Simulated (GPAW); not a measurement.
Set up this calculation in GPAW 26.7.0, as an ASE script.

```yaml
Task: relaxation of cell and atoms
Functional: PBEsol
Dispersion: D3
Potentials_or_basis: PAW data sets generated in the run's folder for this functional
Cutoff: 600 eV
Basis: pw
k_mesh: 9 × 7 × 6
Occupations: fermi-dirac, width 0.05 eV
Spin: no spin polarisation
Maxiter: 150
Optimizer: BFGS
Fmax: 0.02 eV/Å
Max_steps: 60
Convergence: density=1e-05 forces=0.0001
```

Crystal: Ga.

```xyz
2
Lattice="2.7784 0.0000 0.0000 0.0000 3.2816 0.0000 -1.3434 0.0000 3.9903" Properties=species:S:1:pos:R:3 pbc="T T T"
Ga   -0.6607    2.4612    3.0732
Ga    2.0957    0.8204    0.9171
```

This isn't the form of Ga at room conditions, which is orthorhombic.

These files were run (other wordings do the same):

run.py

```python
from ase import Atoms
from ase.calculators.mixing import SumCalculator
from ase.filters import FrechetCellFilter
from ase.io import write
from ase.optimize import BFGS
from dftd3.ase import DFTD3
from gpaw import GPAW, PW, setup_paths

setup_paths.insert(0, '.')

atoms = Atoms(['Ga', 'Ga'],
              cell=[[2.7784220849, 0.0, 0.0],
                    [0.0, 3.28160879, 0.0],
                    [-1.3434310986, 0.0, 3.9902731763]],
              scaled_positions=[[0.13459627, 0.75, 0.77016683],
                                [0.86540373, 0.25, 0.22983317]],
              pbc=True)

calc = GPAW(mode=PW(600),
            xc='PBEsol',
            kpts={'size': (9, 7, 6), 'gamma': True},
            occupations={'name': 'fermi-dirac', 'width': 0.05},
            nbands=10,
            convergence={'density': 1e-05, 'forces': 0.0001},
            maxiter=150,
            txt='gpaw.txt')
atoms.calc = SumCalculator([calc, DFTD3(method='pbesol', damping='d3zero')])
opt = BFGS(FrechetCellFilter(atoms), trajectory='relax.traj', logfile='-')
done = opt.run(fmax=0.02, steps=60)
calc.write('gs.gpw')
write('result.traj', atoms)
print('Converged:', done)
print('Cell:', atoms.cell.cellpar().round(4))
print('Volume:', round(atoms.get_volume(), 4))
print(atoms.get_scaled_positions().round(5))
```

Potentials or basis: PAW data sets generated in the run's folder for this functional, pw.

The run is started by

```console
$ gpaw-setup -f PBEsol Ga
$ OMP_NUM_THREADS=1 python run.py
```

Results of the run:

```json
{
  "Relaxed volume": "17.86 Å³/atom",
  "Relaxed cell": "a = 2.787 Å, b = 3.256 Å, c = 4.154 Å, α = 90.00°, β = 108.59°, γ = 90.00°",
  "Space group after relaxing (to 0.05 Å)": "P2_1/m (No. 11)",
  "Energy gained by relaxing": "2.9 meV/atom",
  "Ionic steps": "6",
  "Pressure after relaxing": "0.0 GPa",
  "Largest force after relaxing": "0.008 eV/Å",
  "Band gap on the k mesh": "none (metal or under the smearing width)",
  "Dispersion energy per atom": "-0.152 eV"
}
```

Caveat: later steps reuse the first step's grids; pairwise dispersion overbinds metals, which lowers pressure and volume.

Wall time 120 s on 1 thread of Arm Neoverse V2 (shared host), peak memory 0.35 GiB.
